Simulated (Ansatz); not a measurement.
Mo: one input, then a changed one

The cell is COD entry 9011605, as deposited and not checked against the literature; nothing was relaxed. It is an old determination, and later ones may differ.

First run: DFT, PBEsol, PAW with Ansatz's default frozen-core files, scalar-relativistic (Ansatz 0.2.0).

Command: `ansatz run input.yaml --threads 1 --pin off --max-ram 2048MiB --backend cpu --events-out ev --progress --plain --runs-dir out` The run took 3.2 s on 1 thread of Arm Neoverse V1, with other jobs on the host, peak memory 0.33 GiB.

```yaml
crystal:
  lattice:
    - [-1.571, 1.571, 1.571]
    - [1.571, -1.571, 1.571]
    - [1.571, 1.571, -1.571]
  atoms:
    - { symbol: Mo, position: [0.0, 0.0, 0.0] }
kpoints:
  mp_grid: { grid: [16, 16, 16] }
  band_path:
    path:
      - [0.0, 0.0, 0.0]
      - [0.5, -0.5, 0.5]
      - [0.0, 0.0, 0.5]
      - [0.0, 0.0, 0.0]
      - [0.25, 0.25, 0.25]
      - [0.5, -0.5, 0.5]
      - [0.25, 0.25, 0.25]
      - [0.0, 0.0, 0.5]
    npoints: 5
scf:
  occupations: { method: fermi_dirac, width: 0.05 }
hamiltonian:
  xc: pbesol
  pseudopotentials: { kind: paw }
output:
  forces: true
  stress: true
  eigenvalues: true
  efg: { contact_densities: true }
```

Result: converged; pressure -3.39 GPa; no gap on the k mesh; 6 SCF iterations.

The input is then changed:

```diff
@@ -29,3 +29,10 @@
   eigenvalues: true
   efg: { contact_densities: true }
+  write_density: true
+  write_potential: true
+  elf: true
+  volumetric_format: npy
+accuracy: medium
+basis:
+  ecutwfc: "25.7 Ry"
```

Q: Predict the outcome of the changed run.

A: It converged; energy at zero smearing +3.5 meV/atom from the first run; pressure -3.40 GPa; no gap on the k mesh; 6 SCF iterations. Some of these settings are too coarse for converged properties.
